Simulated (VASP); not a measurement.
## BAs: input slips in a phonon run and what they do

Aim: see how common mistakes in a phonon run show up, on BAs. The starting structure is a measured crystal structure from the Crystallography Open Database.

Program: VASP 6.6.1. Level of theory: Kohn-Sham DFT with plane waves and PAW; LDA. Results are calculated unless marked as measured.

**1. The starting structure**

Symmetry: F-43m, No. 216, cubic system. Conventional cell: a = 4.777 Å, b = 4.777 Å, c = 4.777 Å, α = 90.00°, β = 90.00°, γ = 90.00°. Nearest to As lie 4 B at 2.07 Å. Nearest to B lie 4 As at 2.07 Å. Farther neighbours are not listed.

As a file:

```xyz
2
Lattice="0.0000 2.3885 2.3885 2.3885 0.0000 2.3885 2.3885 2.3885 0.0000" Properties=species:S:1:pos:R:3 pbc="T T T"
As    3.5827    3.5827    3.5827
B     0.0000    0.0000    0.0000
```

**2. Reference modes**

The cell comes from a relaxation at this level, not shown (26.67 Å³).

INCAR reads:

```
SYSTEM = BAs
PREC = Accurate
ENCUT = 450
EDIFF = 1E-08
NELM = 100
ISMEAR = 0
SIGMA = 0.03
LREAL = .FALSE.
ALGO = Normal
GGA = CA
NBANDS = 10
LORBIT = 11
LWAVE = .FALSE.
LCHARG = .FALSE.
KPAR = 2
IBRION = 8
LEPSILON = .TRUE.
ISIF = 2
```

POSCAR reads:

```
BAs
1.0
    0.0000000000      2.3712535236      2.3712535236
    2.3712535236      0.0000000000      2.3712535236
    2.3712535236      2.3712535236      0.0000000000
As B
1 1
Direct
    0.7500000000      0.7500000000      0.7500000000
    0.0000000000      0.0000000000      0.0000000000
```

KPOINTS reads:

```
Automatic mesh
0
Gamma
8 8 8
0 0 0
```

Potentials, in the order of the species: As and B (LDA family, release 64).

Run with:

```bash
> mpirun -np 2 vasp_std
```

What it wrote:

```text
[banner, memory and clock lines left out]
running    2 mpi-ranks, on    1 nodes
 distrk:  each k-point on    1 cores,    2 groups
 distr:  one band on    1 cores,    1 groups

 POSCAR found type information on POSCAR AsB
 POSCAR found :  2 types and       2 ions
 LDA part: xc-table for (Slater(with rela. corr.)+CA(PZ))
 , standard interpolation
 POSCAR, INCAR and KPOINTS ok, starting setup
 FFT: planning ... GRIDC
 FFT: planning ... GRID_SOFT
 FFT: planning ... GRID
 WAVECAR not read
 entering main loop
       N       E                     dE             d eps       ncg     rms          rms(c)
DAV:   1     0.873901889814E+01    0.87390E+01   -0.34583E+03   580   0.629E+02
DAV:   2    -0.131075333592E+02   -0.21847E+02   -0.21148E+02   794   0.100E+02
DAV:   3    -0.136926174351E+02   -0.58508E+00   -0.58419E+00   678   0.165E+01
DAV:   4    -0.136941514465E+02   -0.15340E-02   -0.15339E-02   724   0.988E-01
DAV:   5    -0.136941537178E+02   -0.22713E-05   -0.22713E-05   682   0.345E-02    0.518E+00
DAV:   6    -0.130227529867E+02    0.67140E+00   -0.18231E+00   620   0.590E+00    0.245E+00
DAV:   7    -0.129372288560E+02    0.85524E-01   -0.21152E-01   694   0.246E+00    0.899E-01
DAV:   8    -0.129237080886E+02    0.13521E-01   -0.25095E-02   628   0.879E-01    0.103E-01
DAV:   9    -0.129237323554E+02   -0.24267E-04   -0.72165E-04   664   0.180E-01    0.588E-02
DAV:  10    -0.129237389102E+02   -0.65547E-05   -0.85245E-05   634   0.550E-02    0.141E-02
DAV:  11    -0.129237403139E+02   -0.14038E-05   -0.16120E-06   714   0.929E-03    0.130E-02
DAV:  12    -0.129237401433E+02    0.17060E-06   -0.80331E-07   648   0.398E-03    0.291E-03
DAV:  13    -0.129237401473E+02   -0.39801E-08   -0.29786E-08   658   0.125E-03
   1 F= -.12923740E+02 E0= -.12923740E+02  d E =-.224941E-29
 Linear response reoptimize wavefunctions to high precision
DAV:   1    -0.129237401477E+02   -0.35192E-09   -0.56330E-09   642   0.348E-04
DAV:   2    -0.129237401477E+02   -0.62528E-11   -0.12749E-10   370   0.941E-05
 Linear response G [H, r] |phi>, progress :
  Direction:   1
       N       E                     dE             d eps       ncg     rms
RMM:   1    -0.496038620611E+02   -0.49604E+02   -0.76532E+01  1447   0.458E+01
RMM:   2    -0.372006842913E+02    0.12403E+02   -0.27519E+00   963   0.109E+01
RMM:   3    -0.372171126690E+02   -0.16428E-01    0.65465E-03  1002   0.872E-01
RMM:   4    -0.372197197027E+02   -0.26070E-02    0.25970E-03  1028   0.946E-02
RMM:   5    -0.372199759565E+02   -0.25625E-03    0.27345E-04  1025   0.113E-02
RMM:   6    -0.372200014570E+02   -0.25500E-04    0.23692E-05  1025   0.226E-03
RMM:   7    -0.372200039937E+02   -0.25367E-05    0.30510E-06   933   0.105E-03
RMM:   8    -0.372200043984E+02   -0.40472E-06   -0.61703E-06   875   0.906E-04
RMM:   9    -0.372200044373E+02   -0.38921E-07   -0.52388E-06   814   0.892E-04
RMM:  10    -0.372200044217E+02    0.15611E-07    0.12279E-06   753   0.891E-04
RMM:  11    -0.372200044005E+02    0.21199E-07    0.46285E-05   694   0.893E-04
 Linear response G [H, r] |phi>, progress :
  Direction:   2
       N       E                     dE             d eps       ncg     rms
RMM:   1    -0.480031118130E+02   -0.48003E+02   -0.95815E+01  1441   0.435E+01
RMM:   2    -0.383002097633E+02    0.97029E+01   -0.17283E+00   954   0.938E+00
RMM:   3    -0.383289765666E+02   -0.28767E-01    0.16128E-02  1005   0.703E-01
RMM:   4    -0.383317047878E+02   -0.27282E-02    0.26315E-03  1024   0.765E-02
RMM:   5    -0.383319584581E+02   -0.25367E-03    0.27290E-04  1031   0.949E-03
RMM:   6    -0.383319837677E+02   -0.25310E-04    0.22795E-05  1029   0.212E-03
RMM:   7    -0.383319863032E+02   -0.25355E-05   -0.21617E-06   930   0.112E-03
RMM:   8    -0.383319866098E+02   -0.30662E-06   -0.42075E-06   871   0.101E-03
RMM:   9    -0.383319867101E+02   -0.10028E-06    0.25665E-06   824   0.994E-04
RMM:  10    -0.383319867142E+02   -0.40889E-08   -0.18911E-05   770   0.992E-04
RMM:  11    -0.383319867234E+02   -0.92447E-08   -0.47710E-05   689   0.992E-04
 Linear response G [H, r] |phi>, progress :
  Direction:   3
       N       E                     dE             d eps       ncg     rms
RMM:   1    -0.252404287087E+02   -0.25240E+02    0.11948E+02  1367   0.426E+01
RMM:   2    -0.224005119390E+02    0.28399E+01   -0.25213E+00   947   0.963E+00
RMM:   3    -0.223856543628E+02    0.14858E-01   -0.34826E-02   993   0.888E-01
RMM:   4    -0.223851635845E+02    0.49078E-03   -0.34868E-04  1026   0.967E-02
RMM:   5    -0.223851574472E+02    0.61373E-05   -0.16017E-05  1021   0.125E-02
RMM:   6    -0.223851571239E+02    0.32331E-06   -0.66583E-06   991   0.228E-03
RMM:   7    -0.223851570898E+02    0.34118E-07   -0.66782E-06   905   0.101E-03
RMM:   8    -0.223851570878E+02    0.19623E-08   -0.81403E-06   817   0.850E-04
RMM:   9    -0.223851570036E+02    0.84168E-07   -0.84175E-06   755   0.838E-04
RMM:  10    -0.223851570500E+02   -0.46395E-07   -0.77457E-05   684   0.835E-04
RMM:  11    -0.223851570808E+02   -0.30791E-07   -0.49885E-05   632   0.837E-04
 Linear response to external field (no local field effect), progress :
  Direction:   1
       N       E                     dE             d eps       ncg     rms          rms(c)
RMM:   1    -0.852617719083E+00   -0.85262E+00   -0.39842E+00  1306   0.333E+00
[...]
Linear response to external field, progress :
  Direction:   1
       N       E                     dE             d eps       ncg     rms          rms(c)
RMM:   1    -0.683098304746E+00   -0.68310E+00   -0.31559E+00  4242   0.298E+00
RMM:   2    -0.698807210470E+00   -0.15709E-01   -0.74022E-03  3108   0.401E-01    0.126E+00
RMM:   3    -0.683451134079E+00    0.15356E-01   -0.62951E-03  3191   0.456E-01    0.723E-01
RMM:   4    -0.705085763369E+00   -0.21635E-01   -0.82412E-03  3137   0.539E-01    0.729E-02
RMM:   5    -0.708348909698E+00   -0.32631E-02   -0.13569E-04  3238   0.729E-02    0.866E-03
RMM:   6    -0.708464458086E+00   -0.11555E-03   -0.13294E-06  3300   0.666E-03    0.457E-03
RMM:   7    -0.708526152864E+00   -0.61695E-04   -0.42010E-07  3304   0.294E-03    0.287E-04
RMM:   8    -0.708535142980E+00   -0.89901E-05   -0.24169E-07  3282   0.262E-04    0.108E-04
RMM:   9    -0.708531472544E+00    0.36704E-05   -0.24081E-07  2996   0.139E-04    0.234E-05
RMM:  10    -0.708531894146E+00   -0.42160E-06   -0.21695E-07  1881   0.652E-05    0.396E-06
 change of polarisation eV/A/(eV/A) component  1 :     1.334     0.420     0.229
 dielectric tensor                  component  1 :    10.050     2.851     1.554
 Linear response to external field, progress :
  Direction:   2
       N       E                     dE             d eps       ncg     rms          rms(c)
RMM:   1    -0.682736372159E+00   -0.68274E+00   -0.31522E+00  4242   0.298E+00
RMM:   2    -0.698803182143E+00   -0.16067E-01   -0.75927E-03  3110   0.403E-01    0.126E+00
RMM:   3    -0.683448608049E+00    0.15355E-01   -0.63077E-03  3190   0.456E-01    0.723E-01
RMM:   4    -0.705081889662E+00   -0.21633E-01   -0.82428E-03  3135   0.539E-01    0.729E-02
RMM:   5    -0.708348507422E+00   -0.32666E-02   -0.13379E-04  3241   0.729E-02    0.868E-03
RMM:   6    -0.708463753991E+00   -0.11525E-03   -0.66157E-07  3301   0.666E-03    0.456E-03
RMM:   7    -0.708524966038E+00   -0.61212E-04    0.30676E-08  3298   0.294E-03    0.287E-04
RMM:   8    -0.708534661353E+00   -0.96953E-05    0.11093E-07  3260   0.263E-04    0.108E-04
RMM:   9    -0.708531244885E+00    0.34165E-05    0.11907E-07  2999   0.141E-04    0.236E-05
RMM:  10    -0.708531882282E+00   -0.63740E-06    0.15779E-07  1876   0.674E-05    0.473E-06
 change of polarisation eV/A/(eV/A) component  2 :     0.407     1.334     0.200
 dielectric tensor                  component  2 :     2.764    10.050     1.359
 Linear response to external field, progress :
  Direction:   3
       N       E                     dE             d eps       ncg     rms          rms(c)
RMM:   1    -0.683095229484E+00   -0.68310E+00   -0.31558E+00  4244   0.298E+00
RMM:   2    -0.698808321332E+00   -0.15713E-01   -0.73462E-03  3108   0.401E-01    0.126E+00
RMM:   3    -0.683451659364E+00    0.15357E-01   -0.62864E-03  3191   0.456E-01    0.723E-01
RMM:   4    -0.705085913929E+00   -0.21634E-01   -0.82363E-03  3137   0.539E-01    0.729E-02
RMM:   5    -0.708346816710E+00   -0.32609E-02   -0.13588E-04  3239   0.729E-02    0.866E-03
RMM:   6    -0.708465347211E+00   -0.11853E-03   -0.13185E-06  3301   0.666E-03    0.457E-03
RMM:   7    -0.708528168509E+00   -0.62821E-04   -0.41602E-07  3302   0.294E-03    0.287E-04
RMM:   8    -0.708536070259E+00   -0.79018E-05   -0.24065E-07  3262   0.262E-04    0.108E-04
RMM:   9    -0.708533518200E+00    0.25521E-05   -0.23519E-07  2988   0.139E-04    0.236E-05
RMM:  10    -0.708531149058E+00    0.23691E-05   -0.19895E-07  1871   0.651E-05    0.432E-06
 change of polarisation eV/A/(eV/A) component  3 :     0.315     0.334     1.334
 dielectric tensor                  component  3 :     2.137     2.268    10.050
 Linear response DOF=           2
 Linear response progress:
  Degree of freedom:   1/  2
       N       E                     dE             d eps       ncg     rms          rms(c)
RMM:   1    -0.402174355058E-01   -0.40217E-01    0.28078E-02  4482   0.114E+00
RMM:   2    -0.378762218578E-01    0.23412E-02   -0.18087E-03  3032   0.213E-01    0.974E-02
RMM:   3    -0.376925391656E-01    0.18368E-03   -0.21437E-04  3216   0.266E-02    0.570E-02
RMM:   4    -0.377205402208E-01   -0.28001E-04   -0.21391E-04  3167   0.299E-02    0.316E-03
RMM:   5    -0.376988490707E-01    0.21691E-04   -0.28449E-05  3319   0.255E-03    0.839E-04
RMM:   6    -0.376940969794E-01    0.47521E-05   -0.14530E-05  3296   0.492E-04    0.135E-04
RMM:   7    -0.376935176280E-01    0.57935E-06   -0.14406E-05  3390   0.125E-04    0.454E-05
RMM:   8    -0.376935299016E-01   -0.12274E-07   -0.15350E-05  3266   0.718E-05    0.147E-05
RMM:   9    -0.376931799735E-01    0.34993E-06   -0.11682E-05  3467   0.602E-05    0.706E-07
RMM:  10    -0.376931101372E-01    0.69836E-07   -0.10761E-05  2592   0.559E-05    0.244E-07
RMM:  11    -0.376930936600E-01    0.16477E-07   -0.10690E-05  2140   0.559E-05    0.110E-07
RMM:  12    -0.376931267209E-01   -0.33061E-07   -0.10706E-05  1857   0.558E-05    0.365E-08
 first order change of Fermi-energy  -0.92916E-03
 force on displaced ion       1 direction 1 : -17.050  -0.000  -0.000
 Born effective charge ion    1 direction 1 :   0.507   0.000   0.000
 Linear response progress:
  Degree of freedom:   2/  2
       N       E                     dE             d eps       ncg     rms          rms(c)
RMM:   1    -0.439600150533E-01   -0.43960E-01   -0.55810E-04  4422   0.108E+00
RMM:   2    -0.408767362385E-01    0.30833E-02   -0.77639E-04  2984   0.213E-01    0.102E-01
RMM:   3    -0.409336403900E-01   -0.56904E-04   -0.47196E-06  3124   0.689E-02    0.533E-02
RMM:   4    -0.412241377393E-01   -0.29050E-03   -0.44355E-05  3062   0.636E-02    0.749E-03
RMM:   5    -0.412104433016E-01    0.13694E-04    0.91726E-06  3231   0.691E-03    0.726E-04
RMM:   6    -0.412089966816E-01    0.14466E-05    0.11003E-06  3245   0.566E-04    0.273E-04
RMM:   7    -0.412083815072E-01    0.61517E-06    0.58478E-07  3286   0.262E-04    0.487E-05
RMM:   8    -0.412084980956E-01   -0.11659E-06    0.27514E-07  3345   0.623E-05    0.133E-05
RMM:   9    -0.412084419475E-01    0.56148E-07    0.44258E-07  3464   0.433E-05    0.173E-06
RMM:  10    -0.412084081945E-01    0.33753E-07    0.71980E-07  3134   0.345E-05    0.407E-07
RMM:  11    -0.412083653883E-01    0.42806E-07    0.96730E-07  2364   0.336E-05    0.592E-08
 first order change of Fermi-energy   0.10958E-02
 force on displaced ion       2 direction 1 : -17.051   0.000   0.000
 Born effective charge ion    2 direction 1 :  -0.604   0.000   0.000
 Born effective charges drift removed
 Linear response finished
```

Wall time 22 s (2 MPI ranks of Intel Xeon 6975P-C (Granite Rapids), shared host); peak memory 0.33 GiB.

The logs omit lines about the potential files and the build; timing stands in the text.

From OUTCAR (step 2):

```text
ion  position               nearest neighbor table
   1  0.750  0.750  0.750-   2 2.05   2 2.05   2 2.05   2 2.05
   2  0.000  0.000  0.000-   1 2.05   1 2.05   1 2.05   1 2.05

  LATTYP: Found a face centered cubic cell.
 ALAT       =     4.7425070472

 Subroutine GETGRP returns: Found 24 space group operations
 (whereof 24 operations were pure point group operations)

The static configuration has the point symmetry T_d .

 Found     29 irreducible k-points:

   k-points           NKPTS =     29   k-points in BZ     NKDIM =     29   number of bands    NBANDS=     10

   dimension x,y,z NGX =    24 NGY =   24 NGZ =   24
   dimension x,y,z NGXF=    48 NGYF=   48 NGZF=   48

   ENCUT  =  450.0 eV  33.07 Ry    5.75 a.u.   5.80  5.80  5.80*2*pi/ulx,y,z

   NELECT =       8.0000    total number of electrons

 k-points in reciprocal lattice and weights: Automatic mesh
   0.00000000  0.00000000  0.00000000       0.002
   0.12500000  0.00000000  0.00000000       0.016
   0.25000000  0.00000000  0.00000000       0.016
   0.37500000  0.00000000  0.00000000       0.016
   0.50000000  0.00000000  0.00000000       0.008
   0.12500000  0.12500000  0.00000000       0.012
   0.25000000  0.12500000  0.00000000       0.047
   0.37500000  0.12500000  0.00000000       0.047
   0.50000000  0.12500000  0.00000000       0.047
[...]
-0.37500000  0.50000000  0.12500000       0.023
  -0.25000000  0.50000000  0.25000000       0.012

 average (electrostatic) potential at core
       1 -51.7672       2 -31.6714

  Total       -0.0010054     -0.0010054     -0.0010054      0.0000000      0.0000000     -0.0000000
  in kB       -0.0604067     -0.0604067     -0.0604067      0.0000000      0.0000000     -0.0000000
  external PRESSURE =      -0.0604067 kB  Pullay stress =       0.0000000 kB

  energy-cutoff  :      450.00
  volume of cell :       26.67
      direct lattice vectors                 reciprocal lattice vectors
     0.000000000  2.371253524  2.371253524    -0.210858938  0.210858938  0.210858938
     2.371253524  0.000000000  2.371253524     0.210858938 -0.210858938  0.210858938
     2.371253524  2.371253524  0.000000000     0.210858938  0.210858938 -0.210858938

 POSITION                                       TOTAL-FORCE (eV/Angst)
 -----------------------------------------------------------------------------------
      3.55688      3.55688      3.55688         0.000000     -0.000000      0.000000
      0.00000      0.00000      0.00000        -0.000000      0.000000     -0.000000
 -----------------------------------------------------------------------------------
    total drift:                               -0.000000     -0.000000     -0.000000

 MACROSCOPIC STATIC DIELECTRIC TENSOR (including local field effects in DFT)
 ------------------------------------------------------
          10.050287     0.000000     0.000000
           0.000000    10.050287     0.000000
          -0.000000     0.000000    10.050287
 ------------------------------------------------------

 PIEZOELECTRIC TENSOR (including local field effects)  for field in x, y, z        (C/m^2)
          XX          YY          ZZ          XY          YZ          ZX
  --------------------------------------------------------------------------------
  x    -0.00000     0.00000     0.00000     0.00000    -0.10460     0.00000
  y    -0.00000    -0.00000    -0.00000     0.00000     0.00000    -0.10460
  z    -0.00000    -0.00000    -0.00000    -0.10460     0.00000     0.00000

 BORN EFFECTIVE CHARGES (including local field effects) (in |e|, cummulative output)
 ---------------------------------------------------------------------------------
 ion    1
    1     0.55268     0.00000     0.00000
    2    -0.00000     0.55268    -0.00000
    3     0.00000     0.00000     0.55268
 ion    2
    1    -0.55268     0.00000     0.00000
    2     0.00000    -0.55268     0.00000
    3     0.00000     0.00000    -0.55268

 Eigenvectors and eigenvalues of the dynamical matrix
 ----------------------------------------------------

   1 f  =   21.002181 THz   131.960598 2PiTHz  700.557363 cm-1    86.858004 meV
             X         Y         Z           dx          dy          dz
      3.556880  3.556880  3.556880    -0.293021    0.200571   -0.000000
      0.000000  0.000000  0.000000     0.771422   -0.528032    0.000000

   2 f  =   21.002181 THz   131.960598 2PiTHz  700.557363 cm-1    86.858004 meV
             X         Y         Z           dx          dy          dz
      3.556880  3.556880  3.556880     0.000000    0.000000   -0.355092
      0.000000  0.000000  0.000000     0.000000    0.000000    0.934831

   3 f  =   21.002181 THz   131.960598 2PiTHz  700.557363 cm-1    86.858004 meV
             X         Y         Z           dx          dy          dz
      3.556880  3.556880  3.556880    -0.200571   -0.293021   -0.000000
      0.000000  0.000000  0.000000     0.528032    0.771422   -0.000000

   4 f/i=    0.000339 THz     0.002130 2PiTHz    0.011309 cm-1     0.001402 meV
             X         Y         Z           dx          dy          dz
      3.556880  3.556880  3.556880     0.921610   -0.156601   -0.004543
      0.000000  0.000000  0.000000     0.350070   -0.059484   -0.001726

   5 f/i=    0.000339 THz     0.002130 2PiTHz    0.011309 cm-1     0.001402 meV
             X         Y         Z           dx          dy          dz
      3.556880  3.556880  3.556880    -0.156571   -0.921607    0.006047
      0.000000  0.000000  0.000000    -0.059473   -0.350068    0.002297

   6 f/i=    0.000339 THz     0.002130 2PiTHz    0.011309 cm-1     0.001402 meV
             X         Y         Z           dx          dy          dz
      3.556880  3.556880  3.556880     0.005492    0.005201    0.934801
      0.000000  0.000000  0.000000     0.002086    0.001976    0.355080

 MACROSCOPIC STATIC DIELECTRIC TENSOR IONIC CONTRIBUTION
 ------------------------------------------------------
           0.121566    -0.000000     0.000000
          -0.000000     0.121566    -0.000000
           0.000000    -0.000000     0.121566
 ------------------------------------------------------

 ELASTIC MODULI CONTR FROM IONIC RELAXATION (kBar)
 Direction    XX          YY          ZZ          XY          YZ          ZX
 --------------------------------------------------------------------------------
 XX          -0.0000     -0.0000     -0.0000     -0.0000      0.0000     -0.0000
 YY          -0.0000     -0.0000     -0.0000     -0.0000     -0.0000      0.0000
 ZZ          -0.0000     -0.0000     -0.0000      0.0000     -0.0000     -0.0000
 XY          -0.0000     -0.0000      0.0000   -195.6263      0.0000      0.0000
 YZ           0.0000     -0.0000     -0.0000      0.0000   -195.6263      0.0000
 ZX          -0.0000      0.0000     -0.0000      0.0000      0.0000   -195.6263
 --------------------------------------------------------------------------------

 PIEZOELECTRIC TENSOR IONIC CONTR  for field in x, y, z        (C/m^2)
          XX          YY          ZZ          XY          YZ          ZX
  --------------------------------------------------------------------------------
  x     0.00000     0.00000     0.00000     0.00000     0.14511     0.00000
  y     0.00000    -0.00000     0.00000    -0.00000    -0.00000     0.14511
  z     0.00000     0.00000     0.00000     0.14511     0.00000     0.00000
```

Energies printed during the response cycles are not total energies of the cell.

Reference: the zone-centre mode is T2 700.6 cm⁻¹.

(Part 1 of 2 ends here.)

[Lines on the potential files, build, host, timing and source positions are cut from VASP's logs without a mark.]

[Logs are printed without paths, hosts, clocks, repeated set-up lines and the standing remarks that a program may print on its own settings, such as how far it seeks lower states.]

[Hosts, paths, dates, database ids (printed as entryN), source tags and the programs' standing remarks are cut or masked in the printed files.]
